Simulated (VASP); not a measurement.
# ScAl₃: restarted molecular dynamics, 2 variants

ScAl₃, I4/mmm (no. 139), 8 atoms in the cell. PBE, molecular dynamics; PAW potentials Sc_sv, Al (PBE set).

| Restart from | Temperature at the end (K) | The same without a restart (K) | Potential energy at the end (eV/atom) | The same without a restart (eV/atom) | Electronic steps in the first step after the restart | Time (s) |
|---|---|---|---|---|---|---|
| CONTCAR with velocities, WAVECAR read | 275.0 | 275.0 | -4.61351 | -4.61352 | 4 | 112 |
| CONTCAR with velocities, no WAVECAR | 275.0 | 275.0 | -4.61351 | -4.61352 | 23 | 123 |

Limits: 120 fs of 8 atoms are too short for converged averages; the cell is only 4.0 Å across, so each atom moves in step with near copies of itself.

## Input of the first row

INCAR.step1:
```
  GGA = PE
  PREC = Normal
  ENCUT = 240
  EDIFF = 1E-6
  NELMIN = 4
  NELM = 60
  ALGO = Fast
  LREAL = Auto
  LASPH = T
  ISMEAR = -1
  SIGMA = 0.05
  ISYM = 0
  LWAVE = T
  LCHARG = F
  IBRION = 0
  NSW = 30
  POTIM = 2.0
  TEBEG = 600
  ISIF = 2
  RANDOM_SEED = 940747 0 0
  MDALGO = 2
  SMASS = 0
  KPAR = 2
```

INCAR.step2, as INCAR.step1 but for:
```
- LWAVE = T
+ LWAVE = F
```

KPOINTS:
```
k-points
0
Gamma
  3 3 2
```

POSCAR.step1:
```
ScAl3
1.0
    4.0255900000      0.0000000000      0.0000000000
    0.0000000000      4.0255900000      0.0000000000
    0.0000000000      0.0000000000      8.8463920000
Sc Al
2 6
Direct
    0.0000000000      0.0000000000      0.0000000000
    0.5000000000      0.5000000000      0.5000000000
    0.5000000000      0.5000000000      0.0000000000
    0.5000000000      0.0000000000      0.2500000000
    0.0000000000      0.5000000000      0.2500000000
    0.0000000000      0.0000000000      0.5000000000
    0.0000000000      0.5000000000      0.7500000000
    0.5000000000      0.0000000000      0.7500000000
```

Commands (each step's output is kept before the next begins):
```
cat potpaw_PBE.64/Sc_sv/POTCAR potpaw_PBE.64/Al/POTCAR > POTCAR
cp INCAR.step1 INCAR
cp POSCAR.step1 POSCAR
mpirun -np 2 vasp_std > vasp.out
cp CONTCAR POSCAR
cp INCAR.step2 INCAR
mpirun -np 2 vasp_std > vasp.out
```

Changes of the last row against the first:
```
(step 1)
- LWAVE = True
+ LWAVE = False
```

VASP 6.6.1 took 112 s on 2 cores (AMD EPYC 7R13 (Zen 3)), a shared host.
